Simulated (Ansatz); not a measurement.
GaO3: from a trial structure to a relaxed crystal

Computed with DFT PBE, scalar-relativistic, plane waves, PAW in Ansatz 0.2.0. Cutoff 420 eV, Γ-centred k mesh, Gaussian smearing, collinear spin, first started from parallel moments.

The start puts GaO3 on the anti-Li3N structure type (P6/mmm, No. 191), with Ga in place of N, O in place of Li, at a guessed volume.

```xyz
4
Lattice="3.5844 0.0000 0.0000 -1.7922 3.1042 0.0000 0.0000 0.0000 3.7829" Properties=species:S:1:pos:R:3 pbc="T T T"
Ga    0.0000    0.0000    0.0000
O     0.0000    0.0000    1.8915
O     0.0000    2.0694    0.0000
O     1.7922    1.0347    0.0000
```

Cell and atoms relax at zero pressure; the relaxation can't lower the symmetry of the start. After a coarse first stage the cell is made exact in the group found at 0.06 Å.

Formation energies are uncorrected and refer to the elements' standard structures at the same level (O₂ as a molecule).

Question: What does it relax into?

Answer: It keeps P6/mmm (No. 191). The result has the Li3N structure. Conventional cell: a = 3.857 Å, c = 3.664 Å. Around Ga lie 2 O at 1.83 Å and 6 O at 2.23 Å; O on Wyckoff site b (1 atom of the primitive cell) has 2 Ga at 1.83 Å; O on Wyckoff site c (2 atoms of the primitive cell) has 3 Ga at 2.23 Å and 3 O at 2.23 Å.

```
Ga O
1.0
     3.85695    0.00000    0.00000
    -1.92848    3.34022    0.00000
     0.00000    0.00000    3.66361
Ga O
1 3
Direct
  0.00000 0.00000 0.00000
  0.00000 0.00000 0.50000
  0.33333 0.66667 0.00000
  0.66667 0.33333 0.00000
```

Question: What are its volume, energy, gap and moment?

Answer: The volume per atom is 11.80 Å³, the density is 4.14 g/cm³ and the energy over the elements is 0.03 eV/atom. The gap on the 12×12×12 mesh is 0 eV (a metal), the net moment per atom is 0.75 μB and the largest site moment is 1.15 μB.

The final run used a 12×12×12 mesh on its 4-atom cell and 0.10 eV smearing. The k mesh leaves about 4 meV/atom of noise in metals. Symmetry constrained the relaxation, so the result can be a saddle point.

Cost: 4 runs of about 2.4 core-minutes in all, on Intel Xeon Platinum 8488C (Sapphire Rapids) (shared hosts).